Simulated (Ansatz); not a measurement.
MgI2 built on the fluorite prototype, relaxed with r2SCAN: the symmetry is Fm-3m (No. 225, cubic); a = 7.511 Å in the conventional setting, 35.32 Å³ an atom. Around Mg lie 8 I at 3.25 Å; around I lie 4 Mg at 3.25 Å. One-shot G0W0@PBE in Ansatz on a 4×4×4 mesh (contour deformation, no spin-orbit coupling), from a PBE gap of 0.605 eV over the mesh points (the G0W0 gap is indirect on the mesh); the number N of bands summed and the screening cutoff rise together. The calculation is spin-unpolarised, and the structure need not be a phase that has been made.

```
  N  cutoff (eV)  1000/N  G0W0 gap (eV)
194           80   5.155          1.557
420          140   2.381          1.716
```

Question: Lay a straight line in 1000/N through these rows.

Answer: The slope is -0.0573 eV per unit of 1000/N and the intercept 1.852 eV.

Question: Predict the gap at N = 754 (210 eV).

Answer: 1.852 + (-0.0573) × 1.326 = 1.776 eV; the run gives 1.775 eV, -0.001 eV from the line.

Question: With that run's result added, what limit do the last two rows suggest?

Answer: Their slope is (1.775 − 1.716)/(1.326 − 2.381) = -0.0559, which meets 1/N = 0 at 1.85 eV, against 1.852 eV from the first line. The two lines nearly agree; the k mesh isn't extrapolated.

Spin-orbit coupling is left out, which matters wherever the heavy atoms make up the band edges.
